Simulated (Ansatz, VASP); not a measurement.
## One calculation of N, two programs

```
N
1.0
     2.51947    0.00000    0.00000
    -1.25974    2.18193    0.00000
     0.00000    0.00000    2.44600
N
2
Direct
  0.32898 0.66023 0.73606
  0.67162 0.33290 0.25859
```

Change from the starting cell: atoms moved at random, drawn with an rms of 0.05 Å.

Alike in both runs: task single point; functional PBE; k mesh 12 × 12 × 11; occupations fermi-dirac, width 0.05 eV; no spin polarisation.

|  | VASP | Ansatz |
| --- | --- | --- |
| version | VASP 6.6.1 | Ansatz 0.2.0 |
| potentials or method | VASP PAW PBE potentials, release 64 (N), cutoff 520 eV | all-electron LAPW, scalar-relativistic |

VASP gave:

* gap on the k mesh at the Fermi level (eV): none
* pressure (GPa): 10.6
* largest component of the traceless stress (GPa): 3.99
* rms of the force components (eV/Å): 1.252

Question: Which values does Ansatz return?

Answer: gap on the k mesh at the Fermi level (eV): none; pressure (GPa): 10.5; largest component of the traceless stress (GPa): 4.07; rms of the force components (eV/Å): 1.264.

Atom by atom the forces differ by 0.013 eV/Å (rms over components). A gap of «none» marks a metal or a gap that the smearing closes. Ansatz ran all-electron here, so the differences hold the error of VASP's frozen core and of both bases.

Caveats: forces of over 1 eV/Å show positions far from the minimum, so gaps and moduli don't describe the material at rest (VASP).
